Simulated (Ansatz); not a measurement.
Rocksalt MgO (r2SCAN geometry), in Ansatz:

```cif
data_structure
_symmetry_space_group_name_H-M 'P 1'
_symmetry_Int_Tables_number 1
_cell_length_a 2.9729
_cell_length_b 2.9729
_cell_length_c 2.9729
_cell_angle_alpha 60.000
_cell_angle_beta 60.000
_cell_angle_gamma 60.000
_cell_volume 18.58
loop_
_atom_site_label
_atom_site_type_symbol
_atom_site_fract_x
_atom_site_fract_y
_atom_site_fract_z
_atom_site_occupancy
Mg1 Mg 0.00000 0.00000 0.00000 1
O1 O 0.50000 0.50000 0.50000 1
```

G0W0@PBE with 101 empty bands, a screening cutoff of 180 eV and an 8×8×8 mesh (PAW, contour deformation) gives 7.285 eV over the mesh points, from a PBE gap of 4.797 eV; it sums over 109 bands with 113 plane waves in the screening and a wave cutoff of 420 eV. G0W0 here is at a finite number of bands, screening cutoff and k mesh, not at the basis limit. Spin-unpolarised throughout; all numbers are computed.

(1) Estimate the gap with empty bands 42, screening cutoff 100 eV.

(2) Estimate the gap with mesh 10×10×10, empty bands 30, screening cutoff 80 eV.

(3) Estimate the gap with starting point PBE0.

(4) Estimate the gap with empty bands 197, screening cutoff 260 eV.

Answers

(1) 7.041 eV (-0.244 eV), from a Kohn-Sham gap of 4.797 eV.

(2) 6.954 eV (-0.331 eV), from a Kohn-Sham gap of 4.797 eV.

(3) 8.345 eV (+1.060 eV), from a Kohn-Sham gap of 7.280 eV.

(4) 7.369 eV (+0.084 eV), from a Kohn-Sham gap of 4.797 eV.
